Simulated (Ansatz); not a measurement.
Runs of Ansatz 0.2.0 on Mo. The typed cell holds 1 atom: a = 2.785 Å, b = 2.985 Å, c = 2.927 Å, α = 59.76°, β = 54.74°, γ = 58.94°. This isn't the form of Mo at room conditions, which is bcc.

```csv
level,cutoff (eV),gap on the mesh (eV),pressure (GPa)
r2SCAN0,500,none,-9.2
PBEsol,420,none,-9.2
PBE0,420,none,-8.6
HSE06,420,none,(a)
r2SCAN,500,none,-4.6
LDA,420,none,-13.6
```

Alike in all rows: task projected density of states; potentials or basis Ansatz PAW; no spin polarisation; cell sheared at random, sigma 0.06, atoms nudged by 0.01 Å; k mesh 7 × 6 × 7; smearing fermi-dirac 0.05 eV; the mesh is coarse, so values aren't converged.

**Question.** Fill in the values left out.

**Answer.** (a) -8.5.

Caveats: all runs use coarse meshes; the PAW data sets come from PBE, with cores solved anew for the run's functional, which leaves a small shift of forces and pressure; the density of states is complete only up to the lowest level of the last band computed; the thresholds are loose for stress (some runs).

A k mesh can miss the band edges, and the runs leave out spin-orbit coupling on Mo.

A gap of «none» marks a metal or a gap under the smearing width.
